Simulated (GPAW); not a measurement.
# Nd (Fm-3m) in GPAW: reference runs

Reference runs on Nd: the cell as given.

All numbers are computed with GPAW 26.7.0; they aren't measurements. Logs are shortened: lines on timing, memory, paths and dates and some standing lists are left out, and cuts for length are marked. The log counts tension as positive stress, the text compression.

## 1. The structure

It takes space group Fm-3m (No. 225, cubic). The conventional cell has a = 5.210 Å, b = 5.210 Å, c = 5.210 Å, α = 90.00°, β = 90.00°, γ = 90.00°. Around Nd (site symmetry m-3m) lie 12 Nd at 3.68 Å.

This isn't the form of Nd at room conditions, which is double hcp.

## 2. Single point, PBE, collinear spin, ferromagnetic start

run.py reads:

```python
from ase import Atoms
from ase.dft.bandgap import bandgap
from ase.io import write
from ase.units import GPa
from gpaw import GPAW, PW

atoms = Atoms(['Nd'],
              cell=[[0.0, 2.6049204508, 2.6049204508],
                    [2.6049204508, 0.0, 2.6049204508],
                    [2.6049204508, 2.6049204508, 0.0]],
              scaled_positions=[[0.0, 0.0, 0.0]],
              pbc=True)
atoms.set_initial_magnetic_moments([3.0])

calc = GPAW(mode=PW(800),
            xc='PBE',
            kpts={'size': (9, 9, 9), 'gamma': True},
            occupations={'name': 'fermi-dirac', 'width': 0.05},
            nbands=18,
            convergence={'density': 1e-05, 'energy': 1e-05},
            maxiter=150,
            txt='gpaw.txt')
atoms.calc = calc
energy = atoms.get_potential_energy()
forces = atoms.get_forces()
stress = atoms.get_stress()
calc.write('gs.gpw')
write('result.traj', atoms)
print(f'Energy: {energy:.6f} eV')
print('Forces (eV/A):')
print(forces.round(4))
print('Stress (GPa):', (stress / GPa).round(3))
print('Moments:', calc.get_magnetic_moments().round(3))
print('Fermi level:', round(calc.get_fermi_level(), 4), 'eV')
print(f'Gap: {bandgap(calc)[0]:.4f} eV, direct: {bandgap(calc, direct=True)[0]:.4f} eV')
```

Potentials or basis: GPAW PAW data sets (gpaw-data 1.2.1), pw.

Started as:

```
> OMP_NUM_THREADS=1 python run.py
```

gpaw.txt:

```text
__  _  _
 | _ |_)|_||  |
 |__||  | ||/\| - 26.7.0

Input parameters:
  mode=PW(ecut=800.0),
  convergence={'density': 1e-05, 'energy': 1e-05},
  kpts=MonkhorstPack(size=(9, 9, 9), gamma=True),
  maxiter=150,
  nbands=18,
  occupations=Occupations(name='fermi-dirac', width=0.05),
  xc=XC(name='PBE')

Diagonalizing LCAO Hamiltonian
Converting LCAO to pw mode

       Nd

Atoms  # Å, Bohr magnetons
|   | symbol |        x |        y |        z |    initial magnetic moments |
|---|--------|----------|----------|----------|-----------------------------|
| 0 |     Nd | 0.000000 | 0.000000 | 0.000000 | ( 0.0000,  0.0000,  3.0000) |

Unit cell  # Å
| periodic |        x |        y |        z |  lengths |    angles |
|----------|----------|----------|----------|----------|-----------|
|      yes | 0.000000 | 2.604920 | 2.604920 | 3.683914 | 60.000000 |
|      yes | 2.604920 | 0.000000 | 2.604920 | 3.683914 | 60.000000 |
|      yes | 2.604920 | 2.604920 | 0.000000 | 3.683914 | 60.000000 |

Number of symmetries: 48
Symmetry operations  # r_c * U_cc + t_c -> r_c
|    | kind |            matrix            |
|----|------|------------------------------|
|  0 |  σ   |  1, 0, 0,  1, 0,-1,  1,-1, 0 |
|  1 |  C2  |  1, 0, 0,  1,-1, 0,  1, 0,-1 |
|  2 |  E   |  1, 0, 0,  0, 1, 0,  0, 0, 1 |
|  3 |  σ   |  1, 0, 0,  0, 0, 1,  0, 1, 0 |
|  4 |  C4  |  1, 0,-1,  1, 0, 0,  1,-1, 0 |
|  5 |  S6  |  1, 0,-1,  1,-1, 0,  1, 0, 0 |
|  6 |  σ   |  1, 0,-1,  0, 1,-1,  0, 0,-1 |
|  7 |  C3  |  1, 0,-1,  0, 0,-1,  0, 1,-1 |
|  8 |  S6  |  1,-1, 0,  1, 0, 0,  1, 0,-1 |
|  9 |  C4  |  1,-1, 0,  1, 0,-1,  1, 0, 0 |
| 10 |  C3  |  1,-1, 0,  0,-1, 1,  0,-1, 0 |
| 11 |  σ   |  1,-1, 0,  0,-1, 0,  0,-1, 1 |
| 12 |  σ   |  0, 1, 0,  1, 0, 0,  0, 0, 1 |
| 13 |  C4  |  0, 1, 0,  0, 1,-1, -1, 1, 0 |
| 14 |  C3  |  0, 1, 0,  0, 0, 1,  1, 0, 0 |
| 15 |  S6  |  0, 1, 0, -1, 1, 0,  0, 1,-1 |
| 16 |  C2  |  0, 1,-1,  1, 0,-1,  0, 0,-1 |
| 17 |  σ   |  0, 1,-1,  0, 1, 0, -1, 1, 0 |
| 18 |  S4  |  0, 1,-1,  0, 0,-1,  1, 0,-1 |
| 19 |  C4  |  0, 1,-1, -1, 1, 0,  0, 1, 0 |
| 20 |  C3  |  0, 0, 1,  1, 0, 0,  0, 1, 0 |
| 21 |  σ   |  0, 0, 1,  0, 1, 0,  1, 0, 0 |
| 22 |  S6  |  0, 0, 1,  0,-1, 1, -1, 0, 1 |
| 23 |  C4  |  0, 0, 1, -1, 0, 1,  0,-1, 1 |
| 24 |  S4  |  0, 0,-1,  1, 0,-1,  0, 1,-1 |
| 25 |  C3  |  0, 0,-1,  0, 1,-1,  1, 0,-1 |
| 26 |  C2  |  0, 0,-1,  0,-1, 0, -1, 0, 0 |
| 27 |  S6  |  0, 0,-1, -1, 0, 0,  0,-1, 0 |
| 28 |  S4  |  0,-1, 1,  1,-1, 0,  0,-1, 0 |
| 29 |  C4  |  0,-1, 1,  0, 0, 1, -1, 0, 1 |
| 30 |  C2  |  0,-1, 1,  0,-1, 0,  1,-1, 0 |
| 31 |  σ   |  0,-1, 1, -1, 0, 1,  0, 0, 1 |
| 32 |  C3  |  0,-1, 0,  1,-1, 0,  0,-1, 1 |
| 33 |  S6  |  0,-1, 0,  0, 0,-1, -1, 0, 0 |
| 34 |  S4  |  0,-1, 0,  0,-1, 1,  1,-1, 0 |
| 35 |  C2  |  0,-1, 0, -1, 0, 0,  0, 0,-1 |
| 36 |  C2  | -1, 1, 0,  0, 1, 0,  0, 1,-1 |
| 37 |  S6  | -1, 1, 0,  0, 1,-1,  0, 1, 0 |
| 38 |  S4  | -1, 1, 0, -1, 0, 1, -1, 0, 0 |
| 39 |  C3  | -1, 1, 0, -1, 0, 0, -1, 0, 1 |
| 40 |  S6  | -1, 0, 1,  0, 0, 1,  0,-1, 1 |
| 41 |  C2  | -1, 0, 1,  0,-1, 1,  0, 0, 1 |
| 42 |  C3  | -1, 0, 1, -1, 1, 0, -1, 0, 0 |
| 43 |  S4  | -1, 0, 1, -1, 0, 0, -1, 1, 0 |
| 44 |  C2  | -1, 0, 0,  0, 0,-1,  0,-1, 0 |
| 45 |  i   | -1, 0, 0,  0,-1, 0,  0, 0,-1 |
| 46 |  σ   | -1, 0, 0, -1, 1, 0, -1, 0, 1 |
| 47 |  C2  | -1, 0, 0, -1, 0, 1, -1, 1, 0 |

BZ-sampling:
  Number of BZ points: 729
  Number of IBZ points: 35

  Monkhorst-Pack size: [9, 9, 9]
  Monkhorst-Pack shift: [0, 0, 0]

K-points  # in reciprocal-cell coordinates
|     |                                coordinates |     weight |
|-----|--------------------------------------------|------------|
|   0 | (  0.00000000,   0.00000000,   0.00000000) | 0.00137174 |
|   1 | (  0.11111111,   0.11111111,   0.00000000) | 0.00823045 |
|   2 | (  0.11111111,   0.11111111,   0.11111111) | 0.01097394 |
|   3 | (  0.22222222,   0.11111111,   0.11111111) | 0.01646091 |
|   4 | (  0.22222222,   0.22222222,   0.00000000) | 0.00823045 |
|   5 | (  0.22222222,   0.22222222,   0.11111111) | 0.03292181 |
|   6 | (  0.22222222,   0.22222222,   0.22222222) | 0.01097394 |
|   7 | (  0.33333333,   0.22222222,   0.11111111) | 0.03292181 |
|   8 | (  0.33333333,   0.22222222,   0.22222222) | 0.03292181 |
|   9 | (  0.33333333,   0.33333333,  -0.33333333) | 0.01646091 |
| ... |                                            |            |
|  34 | (  0.44444444,   0.44444444,   0.44444444) | 0.01097394 |

Plane wave coefficients: 1853
Cutoff: 800.0 eV

Spin-components: 2 (collinear spins)
Bands:           18
Projectors:      8
Spin-degeneracy: 1
Datatype:        complex128

Density:
  Valence electrons: 14.0
  Components: 2
  Grid points: [25 25 25]
  Charge: 0.0  # |e|

Potential:
  Grid points: [25 25 25]

species:
  Nd:
    name:    Neodymium
    Z:       60.0
    valence: 14
    core:    46
    charge:  0.0  # [|e|]
    compensation charges:
      type: gauss
      rc: 0.35  # [Å]
      lmax: 2
    cutoffs:
      filter: 1.17  # [Å]
      core: 2.04  # [Å]
    projectors
    | kind |    occ | energy [eV] | rcut [Å] |
    |------|--------|-------------|----------|
    |   5s |  2.000 |     -40.464 |    1.164 |
    |   6s |  2.000 |      -3.502 |    1.164 |
    |   5p |  6.000 |     -22.090 |    1.164 |
    |   6p |  0.000 |      -1.232 |    1.164 |
    |   5d |  0.000 |      -1.918 |    1.164 |
    |   4f |  4.000 |      -1.747 |    1.164 |
    |    d |        |      25.294 |    1.164 |
    |    f |        |      25.464 |    1.164 |

    Using partial waves for Nd as LCAO basis

Reference energy: -261880.894526  # eV

eigensolver:
  PPCG
  Converge bands: occupied
  niter=2

density mixing:
  MSR1-Mixer
  Pratt-step length: 0.05
  Maximum mixing coefficient: 0.75
  Old densities: 10
  SVD Regularization: 0.005
  Good broyden scale: 1.0
  Trust region scale: 1.0
  Backstep threshold: 4.0
  History deletion threshold: 6.0
  Fourier metric: weight=20.0, sigma=0.015

occupation numbers:
  Fermi-Dirac:
    width: 0.0500  # eV

poisson solver:
  ecut: 6400.0  # eV

xc functional:
  name: PBE with 2 nearest neighbor stencil

convergence criteria:
- Maximum integral of absolute [dens]ity change: 1e-05 electrons / valence electron
- Maximum [total energy] change in last 3 cyles: 1e-05 eV / valence electron
- Maximum integral of absolute [eigenst]ate change: 4e-08 eV^2 / valence electron
maximum number of iterations: 150

SCF iterations
|iter     | |      energy | eigst |  dens |  magmom |
|---------|-|-------------|-------|-------|---------|
|iter:   1| |  -15.913441 | -0.53 |       |  +3.0097|
|iter:   2| |   -8.513909 | -0.96 | -0.21 |  +2.8783|
|iter:   3| |  -15.719068 | +0.48 | -0.33 |  +2.5039|
|iter:   4| |   -6.698780 | -0.60 | -0.18 |  +2.8178|
|iter:   5| |   -8.691542 | -0.26 | -0.37 |  +3.4609|
|iter:   6| |   -5.970156 | -0.27 | -0.30 |  +3.3578|
|iter:   7| |   -5.415042 | -1.33 | -0.55 |  +3.7602|
|iter:   8| |   -5.398929 | -2.79 | -1.31 |  +3.8464|
|iter:   9| |   -5.402150 | -3.54 | -1.62 |  +3.9244|
|iter:  10| |   -5.405146 | -3.50 | -1.98 |  +4.0172|
|iter:  11| |   -5.407203 | -3.89 | -2.34 |  +4.0825|
|iter:  12| |   -5.407750 | -3.90 | -2.46 |  +4.1360|
|iter:  13| |   -5.407934 | -5.52 | -3.12 |  +4.1419|
|iter:  14| |   -5.407934 | -5.97 | -3.37 |  +4.1434|
|iter:  15| |   -5.407927c| -6.87 | -3.71 |  +4.1421|
|iter:  16| |   -5.407930c| -7.81c| -4.07 |  +4.1422|
|iter:  17| |   -5.407930c| -8.13c| -4.40 |  +4.1421|
|iter:  18| |   -5.407930c| -8.11c| -4.80 |  +4.1420|
|iter:  19| |   -5.407930c| -8.40c| -5.12c|  +4.1420|

Converged in 19 steps
Energy contributions relative to reference atoms: (reference = -261880.894526)

Energy contributions:
  Kinetic:         -37.715981
  Coulomb:          32.559895
  Zero:              1.506435
  External:          0.000000
  Xc:               -1.691136
  Entropy:          -0.134285
  Spinorbit:         0.000000
  ----------------------------
  Free energy:      -5.475072
  Extrapolated:     -5.407930

dipole moment: (-31.818851, -31.818851, -31.818851)  # |e|*Ang

Total magnetic moment: (0.000000, 0.000000, 4.141972)

Local magnetic moments
|        x |        y |        z |
|----------|----------|----------|
| 0.000000 | 0.000000 | 3.393061 |  # Nd   0

Fermi level: 8.991
Eigenvalues  # (at kpt = [0.000, 0.000, 0.000])
| band index |      eig [eV] | occ [0-1] |      eig [eV] | occ [0-1] |
|------------|---------------|-----------|---------------|-----------|
|          0 |       -28.444 |     1.000 |       -26.730 |     1.000 |
|          1 |        -9.088 |     1.000 |        -7.691 |     1.000 |
|          2 |        -9.088 |     1.000 |        -7.691 |     1.000 |
|          3 |        -9.088 |     1.000 |        -7.691 |     1.000 |
|          4 |         4.926 |     1.000 |         5.840 |     1.000 |
|          5 |         8.597 |     1.000 |        10.871 |     0.000 |
|          6 |         8.878 |     0.904 |        11.124 |     0.000 |
|          7 |         8.878 |     0.904 |        11.124 |     0.000 |
|          8 |         8.878 |     0.904 |        11.124 |     0.000 |
|          9 |         9.202 |     0.014 |        11.527 |     0.000 |
|         10 |         9.202 |     0.014 |        11.527 |     0.000 |
|         11 |         9.202 |     0.014 |        11.527 |     0.000 |
|         12 |        10.580 |     0.000 |        11.600 |     0.000 |
|         13 |        10.580 |     0.000 |        11.600 |     0.000 |
|         14 |        10.580 |     0.000 |        11.600 |     0.000 |
|        ... |               |           |               |           |
|         17 |        17.929 |     0.000 |        19.450 |     0.000 |

No gap
No difference between direct/indirect transitions

Forces  # eV/Ang
|        x |       y |       z |
|----------|---------|---------|
| -0.00000 | 0.00000 | 0.00000 |  # Nd   0

Stress tensor  # eV/Ang^3
|        x |         y |         z |
|----------|-----------|-----------|
| 0.005439 |  0.000000 |  0.000000 |
| 0.000000 |  0.005439 | -0.000000 |
| 0.000000 | -0.000000 |  0.005439 |

# Writing to gs.gpw (mode='')
```

Wall time 60 s (1 thread of Intel Xeon Platinum 8488C (Sapphire Rapids), shared host); peak memory 0.23 GiB.

Results:

```yaml
Free_energy: -5.4751 eV
Pressure: -0.9 GPa
Band_gap_on_the_k_mesh: none (metal or under the smearing width)
Net_moment: 4.14 μB per cell
Site_moments: Nd +3.39 μB
```

Caveat: one-centre terms of the f shell are cut off; the magnetic or orbital state may not be the lowest; spin-orbit coupling is left out, which moves the levels of the heavy elements. The state reached can hang on the start; a lower one may exist.
